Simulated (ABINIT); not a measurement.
# AlN (F-43m) in ABINIT: a series of runs

Runs on AlN. Level: PBE. Tasks: relaxation of cell and atoms.

Everything below comes from runs of ABINIT 10.8.3 (patched build). Logs are shortened: lines on timing, memory, paths and dates and some standing lists are left out, and cuts for length are marked. The log counts tension as positive stress, the text compression.

## Step 1: The structure

Symmetry: F-43m, No. 216, cubic system. The conventional cell has a = 4.368 Å, b = 4.368 Å, c = 4.368 Å, α = 90.00°, β = 90.00°, γ = 90.00°. Around Al (site symmetry -43m) lie 4 N at 1.89 Å. Around N (site symmetry -43m) lie 4 Al at 1.89 Å.

Measurements of this composition are mostly on another form, of space group No. 186.

## Step 2: Relaxation of cell and atoms, PBE

Input file run.abi:

```
# Pseudopotentials
pp_dirpath "./"
pseudos "Al.GGA_PBE-JTH.xml, N.GGA_PBE-JTH.xml"

# Structure
acell 3*1.0
rprim
     0.0000000000     4.1271496856     4.1271496856
     4.1271496856     0.0000000000     4.1271496856
     4.1271496856     4.1271496856     0.0000000000
ntypat 2
znucl 13 7
natom 2
typat 1 2
xred
     0.0000000000     0.0000000000     0.0000000000
     0.2500000000     0.2500000000     0.2500000000
chkprim 0
chksymtnons 0
tolsym 1.0e-6

# Plane-wave basis
ecut 707.496042 eV
pawecutdg 48.0
pawxcdev 0

# k points
kptopt 1
ngkpt 10 10 10
nshiftk 1
shiftk 0.0 0.0 0.0

# Exchange and correlation
ixc 11

# Bands and occupations
nband 8
occopt 3
tsmear 0.05 eV

# SCF cycle
nstep 100
tolvrs 1.0e-9

# Output
iomode 3
prtwf 0
prtden 0
prteig 0
prtebands 0
enunit 1

# Relaxation
ionmov 22
ntime 60
tolmxf 5.0e-5
optcell 2
dilatmx 1.08
ecutsm 0.5
```

Potentials or basis: JTH PAW PBE v2.0.

On the command line:

```bash
$ abinit run.abi > log 2>&1
```

run.abo:

```text
.Version 10.8.3 of ABINIT
 Symmetries : space group F-4 3 m (#216); Bravais cF (face-center cubic)
================================================================================
 Values of the parameters that define the memory need of the present run
     intxc =       0    ionmov =      22      iscf =      17    lmnmax =       8
     lnmax =       4     mgfft =      30  mpssoang =       2    mqgrid =    3001
     natom =       2  nloc_mem =       2    nspden =       1   nspinor =       1
    nsppol =       1      nsym =      24    n1xccc =       1    ntypat =       2
    occopt =       3   xclevel =       2
       mpw =        1130          nfft =       27000          nkpt =          47
 PAW method is used; the additional fine FFT grid is defined by:
   mgfftf=        40    nfftf =     64000
================================================================================
================================================================================

--------------------------------------------------------------------------------
------------- Echo of variables that govern the present computation ------------
--------------------------------------------------------------------------------
 -outvars: echo values of preprocessed input variables --------
            acell      1.0000000000E+00  1.0000000000E+00  1.0000000000E+00 Bohr
              amu      2.69815390E+01  1.40067400E+01
          chkprim           0
      chksymtnons           0
          dilatmx      1.08000000E+00
             ecut      2.60000000E+01 Hartree
           ecutsm      5.00000000E-01 Hartree
           enunit           1
           ionmov          22
              ixc          11
         kptrlatt       10    0    0      0   10    0      0    0   10
          kptrlen      5.83667106E+01
            natom           2
            nband           8
            ngfft          30      30      30
          ngfftdg          40      40      40
             nkpt          47
            nstep         100
             nsym          24
            ntime          60
           ntypat           2
           occopt           3
          optcell           2
        pawecutdg      4.80000000E+01 Hartree
         pawxcdev           0
           prtden           0
        prtebands           0
           prteig           0
            prtwf           0
            rprim      0.0000000000E+00  4.1271496856E+00  4.1271496856E+00
                       4.1271496856E+00  0.0000000000E+00  4.1271496856E+00
                       4.1271496856E+00  4.1271496856E+00  0.0000000000E+00
          spgroup         216
           tolsym      1.00000000E-06
           tolvrs      1.00000000E-09
           tsmear      1.83746611E-03 Hartree
            typat      1  2
           useylm           1
           xangst      0.0000000000E+00  0.0000000000E+00  0.0000000000E+00
                       1.0919967791E+00  1.0919967791E+00  1.0919967791E+00
            xcart      0.0000000000E+00  0.0000000000E+00  0.0000000000E+00
                       2.0635748428E+00  2.0635748428E+00  2.0635748428E+00
             xred      0.0000000000E+00  0.0000000000E+00  0.0000000000E+00
                       2.5000000000E-01  2.5000000000E-01  2.5000000000E-01
            znucl       13.00000    7.00000

================================================================================

 chkinp: Checking input parameters for consistency.

================================================================================
== DATASET  1 ==================================================================

--- !DatasetInfo
iteration_state: {dtset: 1, }
dimensions: {natom: 2, nkpt: 47, mband: 8, nsppol: 1, nspinor: 1, nspden: 1, mpw: 1130, }
cutoff_energies: {ecut:  26.0, pawecutdg:  48.0, }
electrons: {nelect:   8.00000000E+00, charge:   0.00000000E+00, occopt:   3.00000000E+00, tsmear:   1.83746611E-03, }
meta: {optdriver: 0, ionmov: 22, optcell: 2, iscf: 17, paral_kgb: 0, }
...

 Exchange-correlation functional for the present dataset will be:
  GGA: Perdew-Burke-Ernzerhof functional - ixc=11
  J.P.Perdew, K.Burke, M.Ernzerhof, PRL 77, 3865 (1996)

 Real(R)+Recip(G) space primitive vectors, cartesian coordinates (Bohr,Bohr^-1):
 R(1)=  0.0000000  4.1271497  4.1271497  G(1)= -0.1211490  0.1211490  0.1211490
 R(2)=  4.1271497  0.0000000  4.1271497  G(2)=  0.1211490 -0.1211490  0.1211490
 R(3)=  4.1271497  4.1271497  0.0000000  G(3)=  0.1211490  0.1211490 -0.1211490
 Unit cell volume ucvol=  1.4059849E+02 bohr^3
 Angles (23,13,12)=  6.00000000E+01  6.00000000E+01  6.00000000E+01 degrees

 Coarse grid specifications (used for wave-functions):

 getcut: wavevector=  0.0000  0.0000  0.0000  ngfft=  30  30  30
         ecut(hartree)=     30.326   => boxcut(ratio)=   2.07569

 Fine grid specifications (used for densities):

 getcut: wavevector=  0.0000  0.0000  0.0000  ngfft=  40  40  40
         ecut(hartree)=     55.987   => boxcut(ratio)=   2.03463

--- Pseudopotential description ------------------------------------------------
- pspini: atom type   1  psp file is ./Al.GGA_PBE-JTH.xml
 Pseudopotential format is: paw10
 basis_size (lnmax)=  4 (lmn_size=  8), orbitals=   0   0   1   1
 Spheres core radius: rc_sph= 1.90363307
 Shapefunction is SIN type: shapef(r)=[sin(pi*r/rshp)/(pi*r/rshp)]**2
 Radius for shape functions =  1.60786206
 Compensation charge density is not taken into account in XC energy/potential

- pspini: atom type   2  psp file is ./N.GGA_PBE-JTH.xml
 Pseudopotential format is: paw10
 basis_size (lnmax)=  4 (lmn_size=  8), orbitals=   0   0   1   1
 Spheres core radius: rc_sph= 1.20497474
 Shapefunction is SIN type: shapef(r)=[sin(pi*r/rshp)/(pi*r/rshp)]**2
 Radius for shape functions =  1.00243812
 Compensation charge density is not taken into account in XC energy/potential

  -4.47066277E+00                                ecore*ucvol(ha*bohr**3)
--------------------------------------------------------------------------------

================================================================================

=== [ionmov=22] Limited-memory Broyden-Fletcher-Goldfarb-Shanno method
================================================================================

--- Iteration: ( 1/60) Internal Cycle: (1/1)
--------------------------------------------------------------------------------

---SELF-CONSISTENT-FIELD CONVERGENCE--------------------------------------------

--- !BeginCycle
iteration_state: {dtset: 1, itime: 1, icycle: 1, }
solver: {iscf: 17, nstep: 100, nline: 4, wfoptalg: 10, }
tolerances: {tolvrs: 1.00E-09, }
...

     iter   Etot(hartree)      deltaE(h)  residm     nres2
 ETOT  1  -12.295987127318    -1.230E+01 1.281E-01 4.208E+01
 ETOT  2  -12.241552371389     5.443E-02 4.628E-03 9.930E+00
 ETOT  3  -12.233688918784     7.863E-03 7.889E-04 9.213E-01
 ETOT  4  -12.233851143082    -1.622E-04 1.666E-03 3.501E-02
 ETOT  5  -12.233832447116     1.870E-05 4.215E-05 1.988E-03
 ETOT  6  -12.233838417792    -5.971E-06 1.553E-04 4.121E-04
 ETOT  7  -12.233838200141     2.177E-07 1.315E-05 1.258E-05
 ETOT  8  -12.233838184217     1.592E-08 6.976E-05 7.754E-07
 ETOT  9  -12.233838184448    -2.309E-10 5.623E-06 6.309E-09
 ETOT 10  -12.233838184458    -1.041E-11 2.856E-05 1.361E-08
 ETOT 11  -12.233838184447     1.086E-11 2.355E-06 2.844E-10

 At SCF step   11       nres2   =  2.84E-10 < tolvrs=  1.00E-09 =>converged.

 Cartesian components of stress tensor (hartree/bohr^3)
  sigma(1 1)= -1.85157602E-04  sigma(3 2)=  0.00000000E+00
  sigma(2 2)= -1.85157602E-04  sigma(3 1)=  0.00000000E+00
  sigma(3 3)= -1.85157602E-04  sigma(2 1)=  0.00000000E+00
[... 326 lines left out ...]
  6.35353636247838E-30  6.48394506455501E-28  1.08885694274431E-28
  2.08199838743253E+00  2.08199838743253E+00  2.08199838743253E+00
 Reduced coordinates (xred)
  9.01689776635081E-29 -6.40196552308653E-29  6.55454816678189E-29
  2.50000000000000E-01  2.50000000000000E-01  2.50000000000000E-01
 Cartesian forces (fcart) [Ha/bohr]; max,rms= 0.00000E+00 0.00000E+00 (free atoms)
 -0.00000000000000E+00 -0.00000000000000E+00 -0.00000000000000E+00
 -0.00000000000000E+00 -0.00000000000000E+00 -0.00000000000000E+00
 Gradient of E wrt nuclear positions in reduced coordinates (gred)
  0.00000000000000E+00  0.00000000000000E+00  0.00000000000000E+00
  0.00000000000000E+00  0.00000000000000E+00  0.00000000000000E+00
 Scale of Primitive Cell (acell) [bohr]
  5.88878071269199E+00  5.88878071269199E+00  5.88878071269199E+00
 Real space primitive translations (rprimd) [bohr]
  0.00000000000000E+00  4.16399677486505E+00  4.16399677486505E+00
  4.16399677486505E+00  0.00000000000000E+00  4.16399677486505E+00
  4.16399677486505E+00  4.16399677486505E+00  0.00000000000000E+00
 Unitary Cell Volume (ucvol) [Bohr^3]=  1.44397990366583E+02
 Angles (23,13,12)= [degrees]
  6.00000000000000E+01  6.00000000000000E+01  6.00000000000000E+01
 Lengths [Bohr]
  5.88878071269199E+00  5.88878071269199E+00  5.88878071269199E+00
 Stress tensor in cartesian coordinates (strten) [Ha/bohr^3]
 -2.23279191918216E-08  0.00000000000000E+00  0.00000000000000E+00
  0.00000000000000E+00 -2.23279191918216E-08  0.00000000000000E+00
  0.00000000000000E+00  0.00000000000000E+00 -2.23279191918758E-08
 Total energy (etotal) [Ha]= -1.22341785527349E+01

 Difference of energy with previous step (new-old):
           Absolute (Ha)=-4.63437E-08
           Relative     =-3.78805E-09

 At Broyd/MD step   4, gradients are converged :
  max grad (force/stress) = 2.2328E-06 < tolmxf= 5.0000E-05 ha/bohr (free atoms)

================================================================================

 ----iterations are completed or convergence reached----

 Mean square residual over all n,k,spin=   47.541E-13; max=  17.723E-10
 reduced coordinates (array xred) for    2 atoms
       0.000000000000     -0.000000000000      0.000000000000
       0.250000000000      0.250000000000      0.250000000000
 rms dE/dt=  0.0000E+00; max dE/dt=  0.0000E+00; dE/dt below (all hartree)
    1       0.000000000000      0.000000000000      0.000000000000
    2       0.000000000000      0.000000000000      0.000000000000

 cartesian coordinates (angstrom) at end:
    1      0.00000000000000     0.00000000000000     0.00000000000000
    2      1.10174609901865     1.10174609901865     1.10174609901865

 cartesian forces (hartree/bohr) at end:
    1     -0.00000000000000    -0.00000000000000    -0.00000000000000
    2     -0.00000000000000    -0.00000000000000    -0.00000000000000
 frms,max,avg= 0.0000000E+00 0.0000000E+00   0.000E+00  0.000E+00  0.000E+00 h/b

 cartesian forces (eV/Angstrom) at end:
    1     -0.00000000000000    -0.00000000000000    -0.00000000000000
    2     -0.00000000000000    -0.00000000000000    -0.00000000000000
 frms,max,avg= 0.0000000E+00 0.0000000E+00   0.000E+00  0.000E+00  0.000E+00 e/A
 length scales=  5.888780712692  5.888780712692  5.888780712692 bohr
              =  3.116208551048  3.116208551048  3.116208551048 angstroms
 Fermi (or HOMO) energy (eV) =   8.63090   Average Vxc (eV)= -10.58662
 Eigenvalues (   eV  ) for nkpt=  47  k points:
 kpt#   1, nband=  8, wtk=  0.00100, kpt=  0.0000  0.0000  0.0000 (reduced coord)
  -8.03873    6.80164    6.80164    6.80164   10.74495   19.07708   19.07708   19.07708
 prteigrs : prtvol=0 or 1, do not print more k-points.

--- !EnergyTerms
iteration_state     : {dtset: 1, itime: 4, icycle: 1, }
comment             : Components of total free energy in Hartree
kinetic             :  6.96433754470718E+00
hartree             :  2.86606575823534E+00
xc                  : -3.85651965862861E+00
Ewald energy        : -1.08035259961591E+01
psp_core            : -3.09606993953311E-02
local_psp           : -9.18901351699098E+00
PAW spherical_terms :  1.81543716373917E+00
internal            : -1.22341794044924E+01
'-kT*entropy'       :  5.88273908608147E-16
total_energy        : -1.22341794044924E+01
total_energy_eV     : -3.32908981178268E+02
...

--- !EnergyTermsDC
iteration_state     : {dtset: 1, itime: 4, icycle: 1, }
comment             : '"Double-counting" decomposition of free energy'
band_energy         :  5.25861228124062E-01
Ewald energy        : -1.08035259961591E+01
psp_core            : -3.09606993953311E-02
xc_dc               : -2.32353367279512E+00
PAW spherical_terms :  3.97980587490603E-01
internal            : -1.22341785527349E+01
'-kT*entropy'       :  5.88273908608147E-16
total_energy_dc     : -1.22341785527349E+01
total_energy_dc_eV  : -3.32908958000767E+02
...

--- !EnergyTermsWithPAWCore
iteration_state     : {dtset: 1, itime: 4, icycle: 1, }
comment             : 'Components of total free energy, including PAW core contributions'
Total energy        : -2.97682356923809E+02
Total energy DC     : -2.97682356072052E+02
Total energy (eV)   : -8.10034959286774E+03
Total energy DC (eV): -8.10034956969024E+03
...

 Cartesian components of stress tensor (hartree/bohr^3)
  sigma(1 1)= -2.23279192E-08  sigma(3 2)=  0.00000000E+00
  sigma(2 2)= -2.23279192E-08  sigma(3 1)=  0.00000000E+00
  sigma(3 3)= -2.23279192E-08  sigma(2 1)=  0.00000000E+00

-Cartesian components of stress tensor (GPa)         [Pressure=  6.5691E-04 GPa]
- sigma(1 1)= -6.56910062E-04  sigma(3 2)=  0.00000000E+00
- sigma(2 2)= -6.56910062E-04  sigma(3 1)=  0.00000000E+00
- sigma(3 3)= -6.56910062E-04  sigma(2 1)=  0.00000000E+00

== END DATASET(S) ==============================================================
================================================================================

 -outvars: echo values of variables after computation  --------
            acell      5.8887807127E+00  5.8887807127E+00  5.8887807127E+00 Bohr
           etotal     -1.2234178553E+01
            fcart     -0.0000000000E+00 -0.0000000000E+00 -0.0000000000E+00
                      -0.0000000000E+00 -0.0000000000E+00 -0.0000000000E+00
            rprim      0.0000000000E+00  7.0710678119E-01  7.0710678119E-01
                       7.0710678119E-01  0.0000000000E+00  7.0710678119E-01
                       7.0710678119E-01  7.0710678119E-01  0.0000000000E+00
           strten     -2.2327919192E-08 -2.2327919192E-08 -2.2327919192E-08
                       0.0000000000E+00  0.0000000000E+00  0.0000000000E+00
           xangst      3.3621466494E-30  3.4311559626E-28  5.7619827964E-29
                       1.1017460990E+00  1.1017460990E+00  1.1017460990E+00
             xred      9.0168977664E-29 -6.4019655231E-29  6.5545481668E-29
                       2.5000000000E-01  2.5000000000E-01  2.5000000000E-01
 Calculation completed.
```

Run time: 26 s. Hardware: 1 thread of Intel Xeon 6975P-C (Granite Rapids), shared host; peak memory 0.1 GiB.

Results:

```
Free energy                                           : -332.9090 eV
Relaxed volume                                        : 10.70 Å³/atom
Relaxed cell                                          : a = 3.116 Å, b = 3.116 Å, c = 3.116 Å, α = 60.00°, β = 60.00°, γ = 60.00°
Space group after relaxing (to 0.05 Å)                : F-43m (No. 216)
Energy gained by relaxing                             : 4.6 meV/atom
Ionic steps                                           : 4
Pressure after relaxing                               : 0.0 GPa
Band gap on the k mesh                                : 3.29 eV, indirect (least direct gap 3.94 eV)
Valence electrons inside the program's atomic spheres : Al 0.88; N 2.56
```

The path:
```
step  energy change (eV)  largest force (eV/Å)  pressure (GPa)  volume (Å³)
   1              0.0000                0.0000            5.45        20.83
   2             -0.0079                0.0000            1.99        21.18
   3             -0.0093                0.0000            0.06        21.39
   4             -0.0093                0.0000            0.00        21.40
```

Final structure:
```yaml
crystal:
  lattice:
    - [0.00000, 2.20349, 2.20349]
    - [2.20349, 0.00000, 2.20349]
    - [2.20349, 2.20349, 0.00000]
  atoms:
    - { symbol: Al, position: [0.00000, 0.00000, 0.00000] }
    - { symbol: N, position: [0.25000, 0.25000, 0.25000] }
```

## Step 3: Relaxation of cell and atoms, PBE, target pressure 5 GPa, at which the enthalpy is minimised

run.abi: that of step 2 with these lines changed.

```diff
@@ -59 +59,2 @@
 ecutsm 0.5
+strtarget 3*-1.699465e-04 3*0.0
```

Potentials or basis: JTH PAW PBE v2.0.

On the command line:

```bash
$ abinit run.abi > log 2>&1
```

Wall time 18 s (1 thread of Intel Xeon 6975P-C (Granite Rapids), shared host); peak memory 0.1 GiB.

Results (log left out):

```
Free energy                                            : -332.9011 eV
Relaxed volume                                         : 10.44 Å³/atom
Relaxed cell                                           : a = 3.091 Å, b = 3.091 Å, c = 3.091 Å, α = 60.00°, β = 60.00°, γ = 60.00°
Space group after relaxing (to 0.05 Å)                 : F-43m (No. 216)
Energy change on relaxing (the enthalpy is what falls) : -0.7 meV/atom
Ionic steps                                            : 3
Pressure after relaxing                                : 5.0 GPa
Band gap on the k mesh                                 : 3.30 eV, indirect (least direct gap 4.16 eV)
Valence electrons inside the program's atomic spheres  : Al 0.90; N 2.64
```

The path:
| step | energy change (eV) | largest force (eV/Å) | pressure (GPa) | volume (Å³) |
| --- | --- | --- | --- | --- |
| 1 | 0.0000 | 0.0000 | 5.45 | 20.83 |
| 2 | -0.0009 | 0.0000 | 5.15 | 20.86 |
| 3 | -0.0014 | 0.0000 | 5.00 | 20.88 |

Final structure:
```cif
data_structure
_symmetry_space_group_name_H-M 'P 1'
_symmetry_Int_Tables_number 1
_cell_length_a 3.0908
_cell_length_b 3.0908
_cell_length_c 3.0908
_cell_angle_alpha 60.000
_cell_angle_beta 60.000
_cell_angle_gamma 60.000
_cell_volume 20.88
loop_
_atom_site_label
_atom_site_type_symbol
_atom_site_fract_x
_atom_site_fract_y
_atom_site_fract_z
_atom_site_occupancy
Al1 Al 0.00000 0.00000 0.00000 1
N1 N 0.25000 0.25000 0.25000 1
```

Levels at points of the mesh, in eV from the valence-band top:
| k point | band 2 | band 3 | band 4 | band 5 | band 6 | band 7 |
| --- | --- | --- | --- | --- | --- | --- |
| (0.00, 0.00, 0.00) | 0.00 | 0.00 | 0.00 | 4.16 | 12.52 | 12.52 |
| (0.50, 0.00, 0.00) | -5.86 | -0.48 | -0.48 | 7.34 | 9.84 | 11.11 |
| (0.50, 0.50, 0.00) | -4.90 | -1.78 | -1.78 | 3.30 | 8.58 | 13.91 |

A k mesh can miss the band edges. Expect the measured gap to be larger: semilocal functionals such as PBE lack the derivative discontinuity.
